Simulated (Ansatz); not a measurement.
Pt:

```
Pt
1.0
    -1.58422    1.58422    1.58422
     1.58422   -1.58422    1.58422
     1.58422    1.58422   -1.58422
Pt
1
Direct
  0.00000 0.00000 0.00000
```

This isn't the form of Pt at room conditions, which is fcc.

Below is the output of Ansatz 0.2.0 for this cell. Logs are shortened: lines on timing, memory, paths and dates and some standing lists are left out, and cuts for length are marked.

```text
Warning: RAYON_NUM_THREADS=2 ignored (pool sized by the plan → 2); use --threads N
Engine: ansatz 0.2.0, aarch64-unknown-linux-gnu
Pseudopotentials: kind: paw
Pseudopotential: Pt, paw, valence charge 18, recommended cutoff 420 eV (normal), Pt.paw.azcp
Functional definition: PBE
  parameter kappa = 0.804
  parameter beta = 0.06672455060314922
  exchange = pbe_x(kappa = kappa, mu = beta*pi^2/3)
  correlation = pbe_c(beta = beta)
Crystal: 1 atoms, lattice volume = 15.904 Å³
Basis set: ecut = 420 eV, 321 PW (Γ), exchange–correlation on 40×40×40 points (8 copies of the dense FFT grid, shifted against one another)
Bands: 13, of which v1, the nominal top of the filled ones, is band 9 counted from 1 (8 counted from 0)
Symmetry: 48 space group operations
Space group: Im-3m (ITA 229), of the structure as read, at distance tolerance 2.5e-5 Å
k-points: 72 of 1728
Non-local potential: Pt, projectors of the file, l = 0: 3, l = 1: 2, l = 2: 2, l = 3: 1
PAW form: soft (Blöchl's): semilocal exchange-correlation on the pseudo side does not see the compensation charge
PAW one-centre angular grid: Pt, 590 points (default); XC on 64 Gauss nodes
Initial density: superposition of atomic densities (neutral atoms: chi_scale 0, normalization atom), corrected by the library's trained network
Initial wavefunctions: pseudopotential atomic-orbital guess
Functional: x = pbe(κ = 0.804, μ = 0.2195149727645171), c = pbe(β = 0.06672455060314922)
SCF iter   1: F=—  HF=-12522.934808 eV  |F-HF|=—  |Δ(HF+E_count)|=         —  Δρ=3.33e-3  dr2=6.36e-4  ethr=1.77e-3  ⟨swp⟩=5.0  Hψ=5126  notcnv=0
preconditioner: auto → none  [metal: Δε(μ)=0.086 eV  Ē_g=13.575 eV  σ=0.050 eV  W_gap=0.41  n_scr=0 (ndim 8)  ℏωp=29.4 eV  f_vac=0.000  D(μ)=0.70/eV (n_scr^D=12)]
SCF iter   2: F=—  HF=-12522.935393 eV  |F-HF|=—  |Δ(HF+E_count)|=   5.85e-4  Δρ=1.64e-3  dr2=1.02e-4  ethr=3.53e-6  ⟨swp⟩=2.4  Hψ=1947  notcnv=0
SCF iter   3: F=—  HF=-12522.935523 eV  |F-HF|=—  |Δ(HF+E_count)|=   1.30e-4  Δρ=8.01e-4  dr2=2.09e-5  ethr=5.66e-7  ⟨swp⟩=2.5  Hψ=1390  notcnv=0
SCF iter   4: F=—  HF=-12522.935565 eV  |F-HF|=—  |Δ(HF+E_count)|=   4.17e-5  Δρ=2.49e-5  dr2=2.41e-8  ethr=1.16e-7  ⟨swp⟩=2.0  Hψ=1283  notcnv=0
iter 5 did not close the SCF: its close was put off for the readings that it lacked (scf_convergence_deferred on its scf_iter line)
SCF iter   5: F=-12522.935565 eV  HF=-12522.935565 eV  |F-HF|=2.84e-10  |Δ(HF+E_count)|=   2.37e-8  Δρ=7.15e-6  dr2=1.75e-9  ethr=1.34e-10  ⟨swp⟩=2.2  Hψ=1471  notcnv=0
SCF iter   6: F=-12522.935565 eV  HF=-12522.935565 eV  |F-HF|=2.91e-11  |Δ(HF+E_count)|=  4.18e-11  Δρ=5.74e-7  dr2=4.11e-11  ethr=9.70e-12  ⟨swp⟩=1.4  Hψ=2896  notcnv=0
SCF 1 converged in 6 iterations: F = -12522.935565 eV  dr2 = 4.11e-11
  greatest PAW one-centre occupation: 1.000 electrons in one spin orbital (limit 2), on the Pt atom at site 0 (counted from 0), in its partial waves of l = 0
relax step   1: F+E_penalty+E_count = -12522.93556510 eV  Δ(F+E_penalty+E_count) = +0.000e0 eV  max|allowed force component| = 0.000e0 eV/Å  Δτ_max = 0.0000 Å  P = -1.334 GPa  Ω = 15.904 Å³  (6 SCF iters, dr2 threshold 1.00e-7 eV, accepted)
[... 32 lines left out ...]
SCF converged after 4 iterations
Free energy (F): -12522.935940 eV
Harris-Foulkes:  -12522.935940 eV  (|F-HF|=3.64e-12)
Internal energy: -12522.929807 eV  (E = F + TS)
E sigma→0 (E₀):  -12522.932873 eV
Entropy (-TS):   -0.006133 eV (-6.133 meV/atom)
Fermi energy:    21.693708 eV
--- Per-component energies (eV) ---
  E_band       = -149.559931
  E_kinetic    = 637.311118
  E_local      = -1524.952643  (includes V_loc(G=0)·N_el)
  E_nonlocal   = 200.078221
  E_hartree    = 564.530713
  E_xc         = -261.539131
  E_vxc        = -302.506092  (∫ρ·V_xc dr)
  E_paw        = -9454.056819  (= ΣΔE_a)
  E_vpaw       = -288.552130  (= ΣTr[D̂ρ^β])
  E_aug_tail   = 0.000197  (compensation charges beyond the density's cutoff)
  E_ewald      = -2684.301464
  E_smearing   = -0.006133  (= −TS)
  E_closure    = 0.000000  (closes the sum)
  Σ components = -12522.935940   (vs F -12522.935940, Δ=0.00e0)
--- Forces (eV/Å), atoms counted from 1 ---
  atom   1  Pt    -0.00000000     0.00000000    -0.00000000
  max |Σ_I F_I| component: 2.88e-32 eV/Å
--- Stress (GPa, compression-positive) ---
       -0.028004      -0.000000      -0.000000
       -0.000000      -0.028004       0.000000
        0.000000      -0.000000      -0.028004
  P = ⅓ Tr σ = -0.0280 GPa (-0.280 kbar)
--- Band table (eV; the first three rows and the last of 72) ---
  k-point 0: bands = ["-76.3143", "-30.3375", "-30.3375", "-30.3375", "12.2657", "18.2820", "18.2820", "18.2820", "20.7655", "20.7655", "38.8307", "38.8307", "38.8307"]
  k-point 1: bands = ["-76.3123", "-30.3654", "-30.3473", "-30.3373", "12.5476", "18.1730", "18.2810", "18.5077", "20.6292", "20.7734", "38.9458", "39.0239", "39.2382"]
  k-point 2: bands = ["-76.3070", "-30.4413", "-30.3740", "-30.3368", "13.3337", "17.8871", "18.2550", "19.1609", "20.3922", "20.8042", "38.7062", "38.8440", "40.3958"]
  k-point 71: bands = ["-76.2613", "-30.6427", "-30.6427", "-30.6427", "15.6875", "15.6875", "22.2923", "22.2923", "22.2923", "29.4329", "29.4329", "29.4329", "34.5432"]
--- Relaxed structure (3 steps of the walk, 2 accepted, 1 SCFs on fresh bases) ---
  F+E_penalty+E_count = -12522.93593961 eV   max|allowed force component| = 0.000e0 eV/Å   (the final SCF, on the basis selected at the relaxed cell)
  cell:  # Å, volume = 15.8164 Å³
    - [-1.5813042789583331, 1.5813042789583331, 1.5813042789583331]
    - [1.5813042789583331, -1.5813042789583331, 1.5813042789583331]
    - [1.5813042789583331, 1.5813042789583331, -1.5813042789583331]
  atoms:
    - { symbol: Pt, position: [0.0, 0.0, 0.0] }
```

Write the input and the command behind it.

Relaxation of cell and atoms with PBE, no spin polarisation. The files as run (others can give the same):

input.yaml
```yaml
crystal:
  lattice:
    - [-1.58422, 1.58422, 1.58422]
    - [1.58422, -1.58422, 1.58422]
    - [1.58422, 1.58422, -1.58422]
  atoms:
    - { symbol: Pt, position: [0.0, 0.0, 0.0] }
hamiltonian:
  xc: pbe
  pseudopotentials: { kind: paw }
kpoints:
  mp_grid: { grid: [12, 12, 12] }
scf:
  occupations: { method: fermi_dirac, width: 0.05 }
output:
  forces: true
  stress: true
  eigenvalues: true
relax:
  f_tol: 0.01
  max_steps: 40
  cell: { stress_tol: 0.05 }
```

Potentials or basis: Ansatz PAW.
Launch:
```sh
$ ansatz run input.yaml --threads 2 --pin off --max-ram 5632MiB --backend cpu --events-out ev --progress --plain --runs-dir out
```

Caveat: the plane-wave basis is chosen anew once the cell has moved, so the energies of steps on either side of that aren't comparable.
